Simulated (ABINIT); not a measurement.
WC:

```
W C
1.0
     0.00000    2.19268    2.19268
     2.19268    0.00000    2.19268
     2.19268    2.19268    0.00000
W C
1 1
Direct
  0.00000 0.00000 0.00000
  0.50000 0.50000 0.50000
```

Measurements of this composition are mostly on another form, of space group No. 187.

```yaml
Program: ABINIT 10.8.3 (patched build)
Task: single point
Functional: PBE
Potentials_or_basis: JTH PAW PBE v2.0
Cutoff: 517 eV
k_mesh: 10 × 10 × 10
Occupations: fermi-dirac, width 0.05 eV
Spin: no spin polarisation
```

On this cell: pressure -0.9 GPa; largest force zero by symmetry; band gap on the k mesh none (metal or under the smearing width).

The same run follows on a disturbed copy (atoms moved at random, drawn with an rms of 0.05 Å):

```
CELL_PARAMETERS angstrom
0.00000 2.19268 2.19268
2.19268 0.00000 2.19268
2.19268 2.19268 0.00000
ATOMIC_POSITIONS crystal
W 0.98258 0.99518 0.00280
C 0.51745 0.50594 0.48678
```

What does the disturbed cell give?

The energy (extrapolated to zero smearing) moves by +20.1 meV/atom; pressure 1.0 GPa; largest force 0.743 eV/Å; band gap on the k mesh none (metal or under the smearing width).

Forces on the atoms (eV/Å):
```
W   -0.083  0.292  0.678
C    0.083 -0.292 -0.678
```

Stress tensor (GPa, compression positive):
```
-1.03 -0.02  0.01
-0.02 -0.18 -0.03
 0.01 -0.03  4.27
```

Caveats: the highest band is partly filled, so the run has too few bands.
